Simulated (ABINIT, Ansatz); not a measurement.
# KI (Fm-3m): G0W0 with ABINIT, start to end, part 2 of 3

How does a plane-wave GW calculation on KI (Fm-3m) run from the first input to the gap?

ABINIT 10.8.3; PBE and many-body steps on it, plane waves. Known limits of the many-body steps: not at the basis limit; no spin-orbit coupling.

So far. Step 2 (Ground state): The gap is direct, at Γ.

### Step 3. Bands along the symmetry lines

Level of this step: DFT, PBE, plane waves, norm-conserving pseudopotentials (ABINIT).

The cheap functional maps the bands first; the places of the edges decide which points the dearer methods must see.

run.abi

```
acell 3*1.0 Angstrom
rprim 
  0.000000000000 3.532775000000 3.532775000000
  3.532775000000 0.000000000000 3.532775000000
  3.532775000000 3.532775000000 -0.000000000000
ntypat 2
znucl 19 53
natom 2
typat 1 2
xred 
  0.000000000000 0.000000000000 0.000000000000
  0.500000000000 0.500000000000 0.500000000000
pp_dirpath "pseudos"
pseudos "K.upf, I.upf"
ecut 33
iscf -2
irdden 1
kptopt 0
nkpt 50
kpt 
  0.00000000 0.00000000 0.00000000
  0.06250000 0.00000000 0.06250000
  0.12500000 0.00000000 0.12500000
  0.18750000 0.00000000 0.18750000
  0.25000000 0.00000000 0.25000000
  0.31250000 0.00000000 0.31250000
  0.37500000 0.00000000 0.37500000
  0.43750000 0.00000000 0.43750000
  0.50000000 0.00000000 0.50000000
  0.51562500 0.03125000 0.51562500
  0.53125000 0.06250000 0.53125000
  0.54687500 0.09375000 0.54687500
  0.56250000 0.12500000 0.56250000
  0.57812500 0.15625000 0.57812500
  0.59375000 0.18750000 0.59375000
  0.60937500 0.21875000 0.60937500
  0.62500000 0.25000000 0.62500000
  0.37500000 0.37500000 0.75000000
  0.32812500 0.32812500 0.65625000
  0.28125000 0.28125000 0.56250000
  0.23437500 0.23437500 0.46875000
  0.18750000 0.18750000 0.37500000
  0.14062500 0.14062500 0.28125000
  0.09375000 0.09375000 0.18750000
  0.04687500 0.04687500 0.09375000
  0.00000000 0.00000000 0.00000000
  0.06250000 0.06250000 0.06250000
  0.12500000 0.12500000 0.12500000
  0.18750000 0.18750000 0.18750000
  0.25000000 0.25000000 0.25000000
  0.31250000 0.31250000 0.31250000
  0.37500000 0.37500000 0.37500000
  0.43750000 0.43750000 0.43750000
  0.50000000 0.50000000 0.50000000
  0.50000000 0.46875000 0.53125000
  0.50000000 0.43750000 0.56250000
  0.50000000 0.40625000 0.59375000
  0.50000000 0.37500000 0.62500000
  0.50000000 0.34375000 0.65625000
  0.50000000 0.31250000 0.68750000
  0.50000000 0.28125000 0.71875000
  0.50000000 0.25000000 0.75000000
  0.50000000 0.21875000 0.71875000
  0.50000000 0.18750000 0.68750000
  0.50000000 0.15625000 0.65625000
  0.50000000 0.12500000 0.62500000
  0.50000000 0.09375000 0.59375000
  0.50000000 0.06250000 0.56250000
  0.50000000 0.03125000 0.53125000
  0.50000000 0.00000000 0.50000000
istwfk *1
nband 15
nbdbuf 2
tolwfr 1e-08
nstep 40
prtwf 0
prtvol 0
indata_prefix "in"
outdata_prefix "out"
tmpdata_prefix "tmp"
```

Started as:

```console
> OMP_NUM_THREADS=1 mpirun -n 4 abinit run.abi > log
```

Numbers of over 12 decimals in the logs are rounded to 6 here.

The log of the run:

```text
.Version 10.8.3 of ABINIT. v10.8.2 released Aug 2026.

 Symmetries : space group Fm -3 m (#225); Bravais cF (face-center cubic)
[... echo of the input left out ...]
== DATASET  1 ==================================================================
-   mpi_nproc: 4, omp_nthreads: 1 (-1 if OMP is not activated)

--- !DatasetInfo
iteration_state: {dtset: 1, }
dimensions: {natom: 2, nkpt: 50, mband: 15, nsppol: 1, nspinor: 1, nspden: 1, mpw: 5434, }
cutoff_energies: {ecut:  33.0, pawecutdg:  -1.0, }
electrons: {nelect:   1.60000000E+01, charge:   0.00000000E+00, occopt:   1.00000000E+00, tsmear:   1.00000000E-02, }

 Real(R)+Recip(G) space primitive vectors, cartesian coordinates (Bohr,Bohr^-1):
 R(1)=  0.0000000  6.6759772  6.6759772  G(1)= -0.0748954  0.0748954  0.0748954
 R(2)=  6.6759772  0.0000000  6.6759772  G(2)=  0.0748954 -0.0748954  0.0748954
 R(3)=  6.6759772  6.6759772  0.0000000  G(3)=  0.0748954  0.0748954 -0.0748954
 Unit cell volume ucvol=  5.9507887E+02 bohr^3
 Angles (23,13,12)=  6.00000000E+01  6.00000000E+01  6.00000000E+01 degrees

 getcut: wavevector=  0.0000  0.0000  0.0000  ngfft=  50  50  50
         ecut(hartree)=     33.000   => boxcut(ratio)=   2.04876

--- Pseudopotential description ------------------------------------------------
- K Generated using ONCVPSP code by D. R. Hamann
- 19.00000   9.00000  171031                  znucl, zion, pspdat
12 -101130 2 -1 2222                          pspcod,pspxc,lmax,lloc,mmax
     nproj     2     2     2
  pspatm : epsatm=    8.42413758
         --- l  ekb(1:nproj) -->
             0   10.871123    0.806704
             1    4.379001    0.553647
             2   -3.405842   -1.029115
 pspatm: atomic psp has been read  and splines computed

- I Generated using ONCVPSP code by D. R. Hamann
- 53.00000   7.00000  171031                  znucl, zion, pspdat
12 -101130 2 -1 1196                          pspcod,pspxc,lmax,lloc,mmax
     nproj     2     2     2
  pspatm : epsatm=   19.17056757
         --- l  ekb(1:nproj) -->
[...]
pspatm: atomic psp has been read  and splines computed

--------------------------------------------------------------------------------

================================================================================
 prteigrs : about to open file out_EIG
 Non-SCF case, kpt    1 (  0.00000  0.00000  0.00000), residuals and eigenvalues=
  5.37E-09  2.67E-09  4.64E-09  9.40E-09  4.74E-09  2.52E-09  6.27E-09  7.47E-09
  8.38E-09  9.04E-09  8.83E-09  4.72E-09  9.54E-09  7.63E-09  6.78E-09
 -1.0430E+00 -4.3616E-01 -4.3616E-01 -4.3616E-01 -3.8166E-01  4.3563E-03
  4.3563E-03  4.3563E-03  1.4997E-01  2.4342E-01  2.4342E-01  2.4342E-01
[...]
Non-SCF case, kpt    2 (  0.06250  0.00000  0.06250), residuals and eigenvalues=
  5.86E-09  5.62E-09  3.55E-09  7.76E-09  2.58E-09  5.97E-09  4.57E-09  7.00E-09
[...]
4.90E-09  4.19E-09  4.83E-09  7.10E-09  5.33E-09  9.61E-09  6.21E-09  4.97E-09
  8.77E-09  9.27E-09  2.45E-09  5.00E-09  8.16E-09  8.00E-09  2.97E-07
[...]
Non-SCF case, kpt   49 (  0.50000  0.03125  0.53125), residuals and eigenvalues=
[...]
Non-SCF case, kpt   50 (  0.50000  0.00000  0.50000), residuals and eigenvalues=
[...]
-1.0429E+00 -4.3783E-01 -4.3684E-01 -4.3684E-01 -3.7641E-01 -3.2245E-02
 -9.0923E-03 -9.0923E-03  1.8588E-01  2.1643E-01  3.0214E-01  3.2412E-01
[...]
--- !ResultsGS
iteration_state: {dtset: 1, }
comment   : Summary of ground state results
lattice_vectors:
- [  0.0000000,   6.6759772,   6.6759772, ]
- [  6.6759772,   0.0000000,   6.6759772, ]
- [  6.6759772,   6.6759772,  -0.0000000, ]
lattice_lengths: [   9.44126,    9.44126,    9.44126, ]
lattice_angles: [ 60.000,  60.000,  60.000, ] # degrees, (23, 13, 12)
lattice_volume:   5.9507887E+02
convergence: {deltae:  0.000E+00, res2:  0.000E+00, residm:  9.989E-09, diffor:  0.000E+00, }
etotal    :  -4.31025253E+01
entropy   :   0.00000000E+00
fermie    :   4.35632526E-03
cartesian_stress_tensor: null
pressure_GPa: null
xred      :
- [  0.0000E+00,   0.0000E+00,   0.0000E+00,  K]
- [  5.0000E-01,   5.0000E-01,   5.0000E-01,  I]
cartesian_forces: null
force_length_stats: {min: null, max: null, mean: null, }

 Integrated electronic density in atomic spheres:
 ------------------------------------------------
 Atom  Sphere_radius  Integrated_density
[...]
================================================================================

 ----iterations are completed or convergence reached----

 Mean square residual over all n,k,spin=   64.626E-10; max=  99.885E-10
 reduced coordinates (array xred) for    2 atoms
       0.000000000000      0.000000000000      0.000000000000
       0.500000000000      0.500000000000      0.500000000000

 cartesian coordinates (angstrom) at end:
    1      0.000000     0.000000     0.000000
    2      3.532775     3.532775     3.532775
 length scales=  1.889726125908  1.889726125908  1.889726125908 bohr
              =  1.000000000000  1.000000000000  1.000000000000 angstroms
 prteigrs : about to open file out_EIG
 Eigenvalues (hartree) for nkpt=  50  k points:
 kpt#   1, nband= 15, wtk=  1.00000, kpt=  0.0000  0.0000  0.0000 (reduced coord)
[...]
kpt#   2, nband= 15, wtk=  1.00000, kpt=  0.0625  0.0000  0.0625 (reduced coord)
[...]
kpt#   3, nband= 15, wtk=  1.00000, kpt=  0.1250  0.0000  0.1250 (reduced coord)
[...]
kpt#  49, nband= 15, wtk=  1.00000, kpt=  0.5000  0.0313  0.5313 (reduced coord)
  -1.04290   -0.43782   -0.43688   -0.43685   -0.37633   -0.03208   -0.00944   -0.00939
   0.18689    0.21750    0.30266    0.32353    0.32502    0.35623    0.35769
 kpt#  50, nband= 15, wtk=  1.00000, kpt=  0.5000  0.0000  0.5000 (reduced coord)
  -1.04290   -0.43783   -0.43684   -0.43684   -0.37641   -0.03225   -0.00909   -0.00909
   0.18588    0.21643    0.30214    0.32412    0.32811    0.35619    0.35619

== END DATASET(S) ==============================================================
================================================================================

 -outvars: echo values of variables after computation  --------
            nband          15
             nkpt          50
          spgroup         225
 [... the other variables as echoed above ...]

 Calculation completed.
```

It took 26 s on 4 MPI ranks of Arm Neoverse V1, shared host; peak memory 0.33 GiB; 1.7 min of CPU time.

Numbers from this step:

| Property | Result |
| --- | --- |
| gap | 3.962 eV |
| k of the valence top | 0, 0, 0 |
| k of the conduction bottom | 0, 0, 0 |
| least direct gap | 3.962 eV |

The gap is 3.962 eV, as in the run before at this level.

Electronic bands along the path, in eV, zero at the top of the highest filled band; v1 is the highest filled band, c1 the lowest empty one:

```
    point      v4     v3     v2     v1    c1    c2    c3    c4
        Γ  -10.50   0.00   0.00   0.00  3.96  6.51  6.51  6.51
  halfway  -10.37  -0.78  -0.21  -0.21  5.29  5.53  7.61  7.90
        X  -10.36  -1.00  -0.37  -0.37  4.94  5.77  8.10  8.70
  halfway  -10.34  -0.96  -0.49  -0.37  5.14  6.01  8.21  8.34
        U  -10.31  -0.85  -0.75  -0.38  5.62  6.64  7.63  8.28
jump to K  -10.31  -0.85  -0.75  -0.38  5.62  6.64  7.63  8.28
  halfway  -10.33  -0.87  -0.30  -0.24  5.54  6.29  7.21  7.41
        Γ  -10.50   0.00   0.00   0.00  3.96  6.51  6.51  6.51
  halfway  -10.36  -0.76  -0.18  -0.18  5.06  6.58  7.12  7.12
        L  -10.23  -1.32  -0.34  -0.34  5.52  7.72  8.16  8.16
  halfway  -10.26  -1.10  -0.54  -0.39  6.04  6.86  7.39  8.28
        W  -10.30  -0.73  -0.73  -0.60  6.47  6.47  6.64  8.19
  halfway  -10.33  -0.92  -0.49  -0.48  5.36  6.17  7.89  8.32
        X  -10.36  -1.00  -0.37  -0.37  4.94  5.77  8.10  8.70
```

The electronic bands as a text plot (rows in eV, shown from -8.0 to 7.2 only):

```
    6.9 |++++             ++++  ++++++++ ++++++      ++++++++
    6.3 |++++          +++ ++++++++++++++++++         +++++++++
    5.6 |    ++++++++++  ++     +              +++++++      ++ ++
    5.0 |    ++++++++++++        ++        ++++               +++
    4.4 | +++                      +++  +++
    3.7 |+                            ++
    3.1 |
    2.5 |
    1.8 |
    1.2 |
    0.6 |
   -0.1 |*********************************************          *
   -0.7 |    **********************        ****     *************
   -1.3 |                   **                 ********
   -2.0 |
   -2.6 |
   -3.2 |
   -3.9 |
   -4.5 |
   -5.1 |
   -5.8 |
   -6.4 |
   -7.0 |
   -7.7 |
         Γ           X  U|K            Γ         L        W     X
```

### Step 4. Empty states on the mesh, 4×4×4 mesh, 683 bands

The sums over transitions need many empty states on a uniform mesh; this step solves for them.

run.abi

```
acell 3*1.0 Angstrom
rprim 
  0.000000000000 3.532775000000 3.532775000000
  3.532775000000 0.000000000000 3.532775000000
  3.532775000000 3.532775000000 -0.000000000000
ntypat 2
znucl 19 53
natom 2
typat 1 2
xred 
  0.000000000000 0.000000000000 0.000000000000
  0.500000000000 0.500000000000 0.500000000000
pp_dirpath "pseudos"
pseudos "K.upf, I.upf"
ecut 33
ngkpt 4 4 4
nshiftk 1
shiftk 0 0 0
kptopt 1
chksymbreak 0
iscf -2
irdden 1
istwfk *1
nband 683
nbdbuf 62
tolwfr 1e-09
nstep 60
prtvol 0
indata_prefix "in"
outdata_prefix "out"
tmpdata_prefix "tmp"
```

The log of the run:

```text
.Version 10.8.3 of ABINIT. v10.8.2 released Aug 2026.

 Symmetries : space group Fm -3 m (#225); Bravais cF (face-center cubic)
[... echo of the input left out ...]
== DATASET  1 ==================================================================
-   mpi_nproc: 4, omp_nthreads: 1 (-1 if OMP is not activated)

--- !DatasetInfo
iteration_state: {dtset: 1, }
dimensions: {natom: 2, nkpt: 8, mband: 683, nsppol: 1, nspinor: 1, nspden: 1, mpw: 5434, }
cutoff_energies: {ecut:  33.0, pawecutdg:  -1.0, }
electrons: {nelect:   1.60000000E+01, charge:   0.00000000E+00, occopt:   1.00000000E+00, tsmear:   1.00000000E-02, }

 Real(R)+Recip(G) space primitive vectors, cartesian coordinates (Bohr,Bohr^-1):
 R(1)=  0.0000000  6.6759772  6.6759772  G(1)= -0.0748954  0.0748954  0.0748954
 R(2)=  6.6759772  0.0000000  6.6759772  G(2)=  0.0748954 -0.0748954  0.0748954
 R(3)=  6.6759772  6.6759772  0.0000000  G(3)=  0.0748954  0.0748954 -0.0748954
 Unit cell volume ucvol=  5.9507887E+02 bohr^3
 Angles (23,13,12)=  6.00000000E+01  6.00000000E+01  6.00000000E+01 degrees

 getcut: wavevector=  0.0000  0.0000  0.0000  ngfft=  50  50  50
         ecut(hartree)=     33.000   => boxcut(ratio)=   2.04876

--- Pseudopotential description ------------------------------------------------
- K Generated using ONCVPSP code by D. R. Hamann
- 19.00000   9.00000  171031                  znucl, zion, pspdat
12 -101130 2 -1 2222                          pspcod,pspxc,lmax,lloc,mmax
     nproj     2     2     2
  pspatm : epsatm=    8.42413758
         --- l  ekb(1:nproj) -->
             0   10.871123    0.806704
             1    4.379001    0.553647
             2   -3.405842   -1.029115
 pspatm: atomic psp has been read  and splines computed

- I Generated using ONCVPSP code by D. R. Hamann
- 53.00000   7.00000  171031                  znucl, zion, pspdat
12 -101130 2 -1 1196                          pspcod,pspxc,lmax,lloc,mmax
     nproj     2     2     2
  pspatm : epsatm=   19.17056757
         --- l  ekb(1:nproj) -->
[...]
pspatm: atomic psp has been read  and splines computed

--------------------------------------------------------------------------------

================================================================================
 prteigrs : about to open file out_EIG
 Non-SCF case, kpt    1 (  0.00000  0.00000  0.00000), residuals and eigenvalues=
  5.31E-10  1.32E-10  3.05E-10  6.09E-10  2.27E-10  4.41E-11  7.08E-11  5.70E-11
  6.30E-11  7.33E-11  6.82E-11  2.12E-10  1.43E-10  3.05E-10  7.61E-10  9.28E-11
  1.88E-10  1.41E-10  9.52E-11  2.00E-10  7.96E-10  3.08E-10  2.90E-10  1.05E-10
[...]
-1.0430E+00 -4.3616E-01 -4.3616E-01 -4.3616E-01 -3.8166E-01  4.3563E-03
  4.3563E-03  4.3563E-03  1.4997E-01  2.4342E-01  2.4342E-01  2.4342E-01
  2.6985E-01  2.6985E-01  3.6592E-01  4.7509E-01  4.7509E-01  4.7509E-01
[...]
8.0125E+00  8.0126E+00  8.0140E+00  8.0212E+00  8.0213E+00  8.0214E+00
  8.0217E+00  8.0217E+00  8.0220E+00  8.0304E+00  8.0455E+00  8.1164E+00
  8.1205E+00  8.1225E+00  8.1270E+00  8.1303E+00  8.1338E+00
 prteigrs : prtvol=0 or 1, do not print more k-points.

--- !ResultsGS
iteration_state: {dtset: 1, }
comment   : Summary of ground state results
lattice_vectors:
- [  0.0000000,   6.6759772,   6.6759772, ]
- [  6.6759772,   0.0000000,   6.6759772, ]
- [  6.6759772,   6.6759772,  -0.0000000, ]
lattice_lengths: [   9.44126,    9.44126,    9.44126, ]
lattice_angles: [ 60.000,  60.000,  60.000, ] # degrees, (23, 13, 12)
lattice_volume:   5.9507887E+02
convergence: {deltae:  0.000E+00, res2:  0.000E+00, residm:  9.951E-10, diffor:  0.000E+00, }
etotal    :  -4.31025253E+01
entropy   :   0.00000000E+00
fermie    :   4.35632526E-03
cartesian_stress_tensor: null
pressure_GPa: null
xred      :
- [  0.0000E+00,   0.0000E+00,   0.0000E+00,  K]
- [  5.0000E-01,   5.0000E-01,   5.0000E-01,  I]
cartesian_forces: null
force_length_stats: {min: null, max: null, mean: null, }

 Integrated electronic density in atomic spheres:
 ------------------------------------------------
 Atom  Sphere_radius  Integrated_density
[...]
================================================================================

 ----iterations are completed or convergence reached----

 Mean square residual over all n,k,spin=   27.309E-11; max=  99.509E-11
 reduced coordinates (array xred) for    2 atoms
[...]
0.500000000000      0.500000000000      0.500000000000

 cartesian coordinates (angstrom) at end:
    1      0.000000     0.000000     0.000000
    2      3.532775     3.532775     3.532775
 length scales=  1.889726125908  1.889726125908  1.889726125908 bohr
              =  1.000000000000  1.000000000000  1.000000000000 angstroms
 prteigrs : about to open file out_EIG
 Eigenvalues (hartree) for nkpt=   8  k points:
 kpt#   1, nband=683, wtk=  0.01563, kpt=  0.0000  0.0000  0.0000 (reduced coord)
[...]
7.97462    8.01252    8.01253    8.01258    8.01403    8.02120    8.02126    8.02137
   8.02168    8.02173    8.02198    8.03044    8.04545    8.11638    8.12046    8.12246
   8.12703    8.13033    8.13379
 prteigrs : prtvol=0 or 1, do not print more k-points.

== END DATASET(S) ==============================================================
================================================================================

 -outvars: echo values of variables after computation  --------
            nband         683
             nkpt           8
          spgroup         225
 [... the other variables as echoed above ...]

 Calculation completed.
```

Elapsed: 14 min, on 4 MPI ranks; peak memory 0.82 GiB; 58 min of CPU time.

Numbers from this step:

```
gap                                                           : 3.962 eV
k of the valence top                                          : 0, 0, 0
k of the conduction bottom                                    : 0, 0, 0
least direct gap                                              : 3.962 eV
k points computed                                             : 8
lowest point of the top converged band, above the valence top : 203.4941 eV
```

On this mesh the gap is 3.962 eV.

### Step 5. Screening, 4×4×4 mesh, 621 bands, screening to 381 eV

The RPA dielectric matrix is built and inverted for each q.

This step: RPA screening on PBE, plane waves, norm-conserving pseudopotentials.

Edit run.abi of step 4 so:

```diff
@@ -20,10 +20,11 @@
 chksymbreak 0
-iscf -2
-irdden 1
 istwfk *1
-nband 683
-nbdbuf 62
-tolwfr 1e-09
-nstep 60
-prtvol 0
+occopt 1
+irdwfk 1
+optdriver 3
+nband 621
+ecuteps 14
+inclvkb 2
+awtr 1
+symchi 1
 indata_prefix "in"
```

The log of the run:

```text
.Version 10.8.3 of ABINIT. v10.8.2 released Aug 2026.

 Symmetries : space group Fm -3 m (#225); Bravais cF (face-center cubic)
[... echo of the input left out ...]
== DATASET  1 ==================================================================
-   mpi_nproc: 4, omp_nthreads: 1 (-1 if OMP is not activated)

--- !DatasetInfo
iteration_state: {dtset: 1, }
dimensions: {natom: 2, nkpt: 8, mband: 621, nsppol: 1, nspinor: 1, nspden: 1, mpw: 5434, }
cutoff_energies: {ecut:  33.0, pawecutdg:  -1.0, }
electrons: {nelect:   1.60000000E+01, charge:   0.00000000E+00, occopt:   1.00000000E+00, tsmear:   1.00000000E-02, }

 SCREENING: Calculation of the susceptibility and dielectric matrices

 Based on a program developped by R.W. Godby, V. Olevano, G. Onida, and L. Reining.
 Incorporated in ABINIT by V. Olevano, G.-M. Rignanese, and M. Torrent.
.Using double precision arithmetic ; gwpc =  8

[... cell and pseudopotentials left out ...]
--------------------------------------------------------------------------------

 ==== K-mesh for the wavefunctions ====
 Number of points in the irreducible wedge :     8
[... list of points left out ...]
 Together with 48 symmetry operations and time-reversal symmetry
 yields    64 points in the full Brillouin Zone.

 ==== Q-mesh for the screening function ====
 Number of points in the irreducible wedge :     8
[... list of points left out ...]
 Together with 48 symmetry operations and time-reversal symmetry
 yields    64 points in the full Brillouin Zone.

 setmesh: FFT mesh size selected  =    45x   45x   45
          total number of points  =        91125

 vcoul_init : cutoff-mode = AUXILIARY_FUNCTION
 q-points for optical limit:   1
     1)      0.000010    0.000020    0.000030

- screening: taking advantage of time-reversal symmetry
- Maximum band index for partially occupied states nbvw = 8
- Remaining bands to be divided among processors   nbcw = 613
- Number of bands treated by each node ~153

 Number of electrons calculated from density =   16.0000; Expected =   16.0000
 average of density, n =  0.026887
 r_s =    2.0707
 omega_plasma =   15.8172 [eV]

 calculating chi0 at frequencies [eV] :
  1    0.000000E+00    0.000000E+00
  2    0.000000E+00    1.581715E+01

--------------------------------------------------------------------------------
  q-point number  1        q = ( 0.000000, 0.000000, 0.000000) [r.l.u.]
--------------------------------------------------------------------------------
[... chi0 elements left out ...]
 For q-point:  0.000010 0.000020 0.000030
  dielectric constant =   2.6561
  dielectric constant without local fields =   3.2763

  Average fulfillment of the sum rule on Im[epsilon] for q-point    1 :     95.32  [%]
[... wings left out ...]
  q-point number  2        q = ( 0.250000, 0.000000, 0.000000) [r.l.u.]
--------------------------------------------------------------------------------
[... chi0 elements left out ...]
  Average fulfillment of the sum rule on Im[epsilon] for q-point    2 :     98.14  [%]

 [... 6 further q-points ...]
```

The job ended after 32 min (4 MPI ranks; peak memory 8.5 GiB).

This step gave:

| Quantity | Value |
| --- | --- |
| ε∞ with local fields, on this mesh, along the program's q direction | 2.656 |
| the same without local fields | 3.276 |
| plasma frequency | 15.82 eV |
| plane waves in the screening matrix | 1459 |

Local fields lower ε∞ by 19 %.

(Continued in part 3 of 3.)

[Paths, hosts, dates, memory and timing lines, banners, echoed tables and standing remarks are left out of the program output.]

[Logs are printed without paths, hosts, clocks, repeated set-up lines and the standing remarks that a program may print on its own settings, such as how far it seeks lower states.]

[Runs of the session that timed out or met a known fault of the program may be left out.]

[Hosts, paths, dates, database ids (printed as entryN), source tags and the programs' standing remarks are cut or masked in the printed files.]

[G0W0 gaps are taken among the corrected bands and points alone; a level outside them can change the order at an edge.]

[Where Ansatz stands beside ABINIT at settings called matched, ABINIT's density can come from a denser mesh and the files from another edition; pairs whose starting gaps differed by over 0.03 eV were left out, so agreement reads better than it is.]
